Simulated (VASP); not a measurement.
# CaSe in VASP: a series of runs, part 3 of 3

VASP 6.6.1.

### Step 6. Electric field gradients, PBE, non-collinear spin, zero start, spin-orbit coupling

File INCAR:

```
SYSTEM = CaSe
ALGO = Normal ; EDIFF = 1E-8
ENCUT = 400 ; GGA = PE
GGA_COMPAT = .FALSE. ; ISIF = 2
ISMEAR = -1 ; LASPH = .TRUE.
LCHARG = .FALSE. ; LEFG = .TRUE.
LORBIT = 11 ; LORBMOM = .TRUE.
LREAL = .FALSE. ; LSORBIT = .TRUE.
LWAVE = .FALSE. ; MAGMOM = 0 0 0 0 0 0
NBANDS = 28 ; NELM = 200
PREC = Accurate ; SIGMA = 0.02
```

File KPOINTS:

```
k-points
0
G
  7 7 7
  0 0 0
```

File POSCAR:

```
CaSe
1.0
    0.0000000000      2.9560000000      2.9560000000
    2.9560000000      0.0000000000      2.9560000000
    2.9560000000      2.9560000000      0.0000000000
Ca Se
1 1
Direct
    0.0000000000      0.0000000000      0.0000000000
    0.5000000000      0.5000000000      0.5000000000
```

Potentials or basis: VASP PAW PBE potentials, release 64 (Ca_sv, Se).

Command:

```console
$ cat potpaw_PBE.64/Ca_sv/POTCAR potpaw_PBE.64/Se/POTCAR > POTCAR
$ mpirun -np 1 vasp_ncl > vasp.out
```

OUTCAR:

```text
SYSTEM = CaSe
   EDIFF = 1E-8
   ENCUT = 400
   GGA = PE
   ISIF = 2
   ISMEAR = -1
   LASPH = .TRUE.
   LORBIT = 11
   LREAL = .FALSE.
   LSORBIT = .TRUE.
   NELM = 200
   PREC = Accurate

 ion  position               nearest neighbor table
   1  0.000  0.000  0.000-   2 2.96   2 2.96   2 2.96   2 2.96   2 2.96   2 2.96
   2  0.500  0.500  0.500-   1 2.96   1 2.96   1 2.96   1 2.96   1 2.96   1 2.96

  LATTYP: Found a face centered cubic cell.
 ALAT       =     5.9120000000

  Lattice vectors:

 A1 = (   0.0000000000,   2.9560000000,   2.9560000000)
 A2 = (   2.9560000000,   0.0000000000,   2.9560000000)
 A3 = (   2.9560000000,   2.9560000000,   0.0000000000)

Analysis of symmetry for initial positions (statically):
=====================================================================
 Subroutine PRICEL returns:
 Original cell was already a primitive cell.

 Routine SETGRP: Setting up the symmetry group for a
 face centered cubic supercell.

 Subroutine GETGRP returns: Found 48 space group operations
 (whereof 48 operations were pure point group operations)
 out of a pool of 48 trial point group operations.
[... 907 lines left out ...]
     0.0000000     0.0000000     0.0000000     0.0000000     0.0000000     0.0000000     0.0000000
     0.0000000     0.0000000     0.0000000     0.0000000     0.0000000     0.0000000     0.0000000
     0.0000000     0.0000000     0.0000000     0.0000000     0.0000000     0.0000000     0.0000000
     0.0000000     0.0000000     0.0000000     0.0000000     0.0000000     0.0000000     0.0000000
     0.0000000     0.0000000     0.0000000     0.0000000     0.0000000     0.0000000     0.0000000

 Ion:    2  E_soc:     -0.0353358
 l=   1
     0.0000000    -0.0058889    -0.0058889
    -0.0058889     0.0000000    -0.0058889
    -0.0058889    -0.0058889     0.0000000
 l=   2
     0.0000000    -0.0000004     0.0000000    -0.0000004     0.0000001
    -0.0000004     0.0000000     0.0000000    -0.0000004     0.0000000
     0.0000000     0.0000000     0.0000000     0.0000000     0.0000000
    -0.0000004    -0.0000004     0.0000000     0.0000000     0.0000000
     0.0000001     0.0000000     0.0000000     0.0000000     0.0000000
 l=   3
     0.0000000     0.0000000     0.0000000     0.0000000     0.0000000     0.0000000     0.0000000
     0.0000000     0.0000000     0.0000000     0.0000000     0.0000000     0.0000000     0.0000000
     0.0000000     0.0000000     0.0000000     0.0000000     0.0000000     0.0000000     0.0000000
     0.0000000     0.0000000     0.0000000     0.0000000     0.0000000     0.0000000     0.0000000
     0.0000000     0.0000000     0.0000000     0.0000000     0.0000000     0.0000000     0.0000000
     0.0000000     0.0000000     0.0000000     0.0000000     0.0000000     0.0000000     0.0000000
     0.0000000     0.0000000     0.0000000     0.0000000     0.0000000     0.0000000     0.0000000

 total charge

# of ion       s       p       d       tot
------------------------------------------
    1        2.033   5.853   0.241   8.127
    2        1.430   2.496   0.005   3.931
--------------------------------------------------
tot          3.463   8.348   0.246  12.058

 magnetization (x)

# of ion       s       p       d       tot
------------------------------------------
    1        0.000   0.000   0.000   0.000
    2       -0.000  -0.000  -0.000  -0.000
--------------------------------------------------
tot         -0.000  -0.000   0.000   0.000

 magnetization (y)

# of ion       s       p       d       tot
------------------------------------------
    1        0.000   0.000   0.000   0.000
    2        0.000   0.000   0.000   0.000
--------------------------------------------------
tot          0.000   0.000   0.000   0.000

 magnetization (z)

# of ion       s       p       d       tot
------------------------------------------
    1        0.000   0.000   0.000   0.000
    2        0.000  -0.000   0.000  -0.000
--------------------------------------------------
tot          0.000  -0.000   0.000   0.000
```

stdout:

```text
POSCAR found type information on POSCAR CaSe
 POSCAR found :  2 types and       2 ions
 scaLAPACK will be used
 LDA part: xc-table for (Slater+PW92), standard interpolation
 POSCAR, INCAR and KPOINTS ok, starting setup
 FFT: planning ... GRIDC
 FFT: planning ... GRID_SOFT
 FFT: planning ... GRID
 WAVECAR not read
 entering main loop
ion   1

ion   2
```

It took 2.1 min on 1 thread of Intel Xeon 8259CL, shared host; peak memory 0.25 GiB.

What came out:

- Free energy: -9.5001 eV
- Pressure: 1.3 GPa
- Net moment: 0.00 μB per cell
- Largest electric field gradient by atom: zero within the noise of the run
- Valence electrons inside the program's atomic spheres: Ca 8.13; Se 3.93

Moments on the atoms (μB; x, y, z):
```
Ca  0.00 0.00 0.00
Se  0.00 0.00 0.00
```

### Step 7. Overview

```tsv
level	potentials or basis	spin	cell	k mesh	cutoff (eV)	gap on the mesh (eV)	pressure (GPa)	moment (μB)
PBE	VASP PAW PBE potentials, release 64 (Ca_sv, Se)	collinear	a = 4.139 Å, angles 61.3°, 2 atoms	10 × 10 × 10	520	1.91	1.4	0.00
LDA	VASP PAW LDA potentials, release 64 (Ca_sv, Se)	off	a = 4.180 Å, angles 60.0°, 2 atoms	7 × 7 × 7	400	1.92	-2.9	-
PBEsol	VASP PAW PBE potentials, release 64 (Ca_sv, Se)	off	a = 4.180 Å, angles 60.0°, 2 atoms	7 × 7 × 7	400	1.99	-0.9	-
r2SCAN	VASP PAW PBE potentials, release 64 (Ca_sv, Se)	off	a = 4.180 Å, angles 60.0°, 2 atoms	7 × 7 × 7	440	2.55	0.8	-
PBE	VASP PAW PBE potentials, release 64 (Ca_sv, Se)	non-collinear, zero start, SOC	a = 4.180 Å, angles 60.0°, 2 atoms	7 × 7 × 7	400	-	1.3	0.00
```

Alike in all rows: task electric field gradients; smearing fermi-dirac 0.02 eV.

Caveats: an odd mesh through Γ misses points on the zone boundary, where band edges can lie (at least some runs); the PAW data sets were made with another functional, which shifts forces and pressure a little (at least some runs).

Absolute energies hang on the potentials; compare differences alone.

### Step 8. How close it comes

Step 4. Measured gap of CaSe: 3.85 eV (indirect; 2 K; a printed reference work, monograph, original work of 1988). This calculation gives 1.99 eV (-1.86 eV). Spin-orbit coupling on Se is left out. The value is that of PBEsol on a finite k mesh, which can miss the band edges, without temperature or zero-point motion. Semilocal functionals fall short of measured gaps as a rule.

Step 5. Against the measured gap of CaSe, 3.85 eV (indirect; 2 K; a printed reference work, monograph, original work of 1988), the calculated 2.55 eV is off by -1.30 eV. Spin-orbit coupling on Se is left out. The value is that of r2SCAN on a finite k mesh, which can miss the band edges, without temperature or zero-point motion.
